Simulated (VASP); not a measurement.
Runs of VASP 6.6.1 on EuO. It takes space group Fm-3m (No. 225, cubic). Conventional cell: a = 5.169 Å, b = 5.169 Å, c = 5.169 Å, α = 90.00°, β = 90.00°, γ = 90.00°. Eu (site symmetry m-3m) has 6 O at 2.58 Å as nearest neighbours. O (site symmetry m-3m) is surrounded by 6 Eu at 2.58 Å. 

```csv
task,cell,cutoff (eV),k mesh for the DOS,occupations for the DOS,gap on the mesh (eV),pressure (GPa),moment (μB)
relaxation of cell and atoms,relaxed,600,-,-,0.04,0.0,7.00
density of states,"Fm-3m, 17.26 Å³/atom",520,15 × 15 × 15,tetrahedron,-,-,7.00
band structure,"Fm-3m, 17.26 Å³/atom",520,-,-,0.04,0.0,7.00
single point,"Fm-3m, 17.01 Å³/atom",600,-,-,none,(a),7.00
```

Alike in all rows: level PBE+U; potentials or basis VASP PAW PBE potentials, release 64 (Eu, O); spin collinear, ferromagnetic start; Eu f U = 6.0 eV; k mesh 10 × 10 × 10; smearing gaussian 0.03 eV.

Task: Estimate the missing entries.

Result: (a) 1.2.

Caveats: spin-orbit coupling is left out, which moves the levels of the heavy elements; a cell with one magnetic atom can't hold antiferromagnetic order, which such compounds often take.

A k mesh can miss the band edges, and the runs leave out spin-orbit coupling on Eu.

A gap of «none» marks a metal or a gap under the smearing width.
